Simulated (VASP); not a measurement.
A run of VASP 6.6.1 is set up as follows.

The input INCAR:

```
  ALGO = Normal
  EDIFF = 1E-7
  EDIFFG = -0.005
  ENCUT = 600
  IBRION = 2
  ISIF = 3
  ISMEAR = 0
  LASPH = True
  LCHARG = False
  LMIXTAU = True
  LREAL = False
  LWAVE = False
  METAGGA = R2SCAN
  NELM = 80
  NSW = 90
  PREC = Accurate
  SIGMA = 0.03
```

File KPOINTS:

```
k-points
0
Gamma
  12 12 12
```

File POSCAR:

```
Sn                                      
1.0
   -2.9398192519      2.9398192519      1.5948449206
    2.9398192519     -2.9398192519      1.5948449206
    2.9398192519      2.9398192519     -1.5948449206
  Sn            
     2
Direct
     0.0000000000000000    0.0000000000000000    0.0000000000000000
     0.7500000000000000    0.2500000000000000    0.5000000000000000
```

Potentials or basis: VASP PAW PBE potentials, release 64 (Sn_d).

The run is started by

```sh
$ cat potpaw_PBE.64/Sn_d/POTCAR > POTCAR
$ mpirun -np 1 vasp_std > vasp.out
```

Q: Estimate the band gap on the k mesh.

A: None (metal or under the smearing width).

Final structure:
```
CELL_PARAMETERS angstrom
-2.93982 2.93982 1.59484
2.93982 -2.93982 1.59484
2.93982 2.93982 -1.59484
ATOMIC_POSITIONS crystal
Sn 0.00000 0.00000 0.00000
Sn 0.75000 0.25000 0.50000
```

Caveat: the relaxation stopped at its first step, so nothing moved.
